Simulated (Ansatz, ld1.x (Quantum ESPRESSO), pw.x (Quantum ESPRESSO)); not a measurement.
From atom to crystal: ultrasoft potential for Si

ld1.x (Quantum ESPRESSO) 7.5 input, shortened:

```
&input
   title='Si', zed=14., rel=1, dft='PW', iswitch=3,
   config='[Ne] 3s2 3p2'
 /
 &inputp
   pseudotype=3, tm=.true., lloc=-1, rcloc=2.25,
   nlcc=.true.,
   which_augfun='PSQ', rmatch_augfun_nc=.true.
 /
4
3S  1  0   2.00   0.00  1.30  1.80  0.0
3S  1  0   0.00   1.75  1.30  1.80  0.0
3P  2  1   2.00   0.00  1.85  2.50  0.0
3P  2  1   0.00   0.30  1.85  2.50  0.0
 &test
   configts(1)='3s2 3p2'
 /
```

Atomic tests: cutoffs needed: 10 Ry and 12 Ry (the cutoffs (Ry, on a coarse ladder) from which the occupation-weighted sum of valence levels, in a spherical-Bessel basis at the reference potential, stays within 10 and 1 mRy of its value at 400 Ry); ghost test: no extra level below or beside the all-electron valence levels (s, p, d, f tested) (spherical-Bessel basis up to 400 Ry, 20 bohr box); largest excitation error: +25 meV (all-electron minus pseudo) for 3s1 3p0, out of 7 test configurations.

Crystal test: diamond Si in pw.x 7.5, no spin, 9³ k-points, Fermi–Dirac smearing 0.01 Ry, cutoffs 40/320 Ry. The reference is all-electron LAPW (Ansatz 0.2.0) with the same functional, mesh and smearing; V0 and B0 come from Birch–Murnaghan fits to the pressures at five volumes. Errors are pseudo minus all-electron; Δ is the rms difference of the E(V) curves that follow from these fits, minima aligned, over ±6 % about the mean V0. Mesh and smearing are coarse, so the numbers serve the comparison and aren't converged zero-temperature values; the lattice is a test structure that the element need not adopt.

| V (Å³/atom) | P all-electron (GPa) | P pseudo (GPa) |
| --- | --- | --- |
| 18.709 | 5.46 | 9.04 |
| 19.202 | 2.53 | 5.88 |
| 19.694 | -0.03 | 3.09 |
| 20.186 | -2.29 | 0.64 |
| 20.679 | -4.26 | -1.51 |

All-electron: a0 = 5.400 Å (V0 = 19.69 Å³/atom), B0 = 96.2 GPa.

Pseudopotential: mean pressure error (GPa): +3.15; a0 (Å): 5.458; a0 error (%): +1.07; B0 error (%): -4.9; Δ (meV/atom): 13.1. The largest radius (2.50 bohr) exceeds half the bond length (2.21 bohr), so the spheres overlap, which is one possible source of error among others. This is a poor potential for the solid.

Q: At the middle volume, how do free energy and pressure move when the wave cutoff is lowered (ecutrho held at 320 Ry)?

A:

| cutoff (Ry) | shift of F (meV/atom) | shift of P (GPa) |
| --- | --- | --- |
| 18 | +5.0 | -0.02 |
| 24 | +1.1 | -0.02 |
| 32 | +0.5 | +0.01 |

Input at the middle volume:

```
&control
  calculation='scf', prefix='x', pseudo_dir='./', outdir='./tmp', tstress=.true., disk_io='low'
/
&system
  ibrav=0, nat=2, ntyp=1, ecutwfc=40, ecutrho=320, nbnd=11,
  occupations='smearing', smearing='fd', degauss=0.01
/
&electrons
  conv_thr=1e-09, mixing_beta=0.4, electron_maxstep=70
/
ATOMIC_SPECIES
Si 1.0 Si.UPF
CELL_PARAMETERS angstrom
  0.00000000 2.70050288 2.70050288
  2.70050288 0.00000000 2.70050288
  2.70050288 2.70050288 0.00000000
ATOMIC_POSITIONS crystal
Si 0.0000 0.0000 0.0000
Si 0.2500 0.2500 0.2500
K_POINTS automatic
9 9 9 0 0 0
```

```bash
pw.x < Si.scf.in > Si.scf.out
```

Lines of the output:

```
Message from routine setup:
     using ibrav=0 with symmetry is DISCOURAGED, use correct ibrav instead
     lattice parameter (alat)  =       7.2170  a.u.
     unit-cell volume          =     265.8034 (a.u.)^3
     number of electrons       =         8.00
     number of Kohn-Sham states=           11
     kinetic-energy cutoff     =      40.0000  Ry
     charge density cutoff     =     320.0000  Ry
     scf convergence threshold =      1.0E-09
     Exchange-correlation= PW
     number of k points=    35  Fermi-Dirac smearing, width (Ry)=  0.0100
     iteration #  1     ecut=    40.00 Ry     beta= 0.40
     total energy              =     -19.37142986 Ry
     estimated scf accuracy    <       0.05526589 Ry
     iteration #  2     ecut=    40.00 Ry     beta= 0.40
     total energy              =     -19.36753232 Ry
     estimated scf accuracy    <       0.01433322 Ry
     iteration #  3     ecut=    40.00 Ry     beta= 0.40
     total energy              =     -19.36838241 Ry
     estimated scf accuracy    <       0.00023237 Ry
     iteration #  4     ecut=    40.00 Ry     beta= 0.40
     total energy              =     -19.36840327 Ry
     estimated scf accuracy    <       0.00000333 Ry
     iteration #  5     ecut=    40.00 Ry     beta= 0.40
     total energy              =     -19.36840394 Ry
     estimated scf accuracy    <       0.00000046 Ry
     iteration #  6     ecut=    40.00 Ry     beta= 0.40
     total energy              =     -19.36840397 Ry
     estimated scf accuracy    <          5.6E-09 Ry
     iteration #  7     ecut=    40.00 Ry     beta= 0.40
     the Fermi energy is     6.6447 ev
!    total energy              =     -19.36840397 Ry
     estimated scf accuracy    <          3.4E-10 Ry
     smearing contrib. (-TS)   =      -0.00025573 Ry
     The total energy is F=E-TS. E is the sum of the following terms:
     one-electron contribution =       5.18025345 Ry
     hartree contribution      =       1.07020610 Ry
     xc contribution           =      -8.72948222 Ry
     ewald contribution        =     -16.88912557 Ry
     convergence has been achieved in   7 iterations
          total   stress  (Ry/bohr**3)                   (kbar)     P=       30.92
```

The run at the middle volume (35 k-points, 7 iterations) took about 4.9 s on one core of a shared host (Neoverse-V1, 32 threads, 247 GiB, load 10).
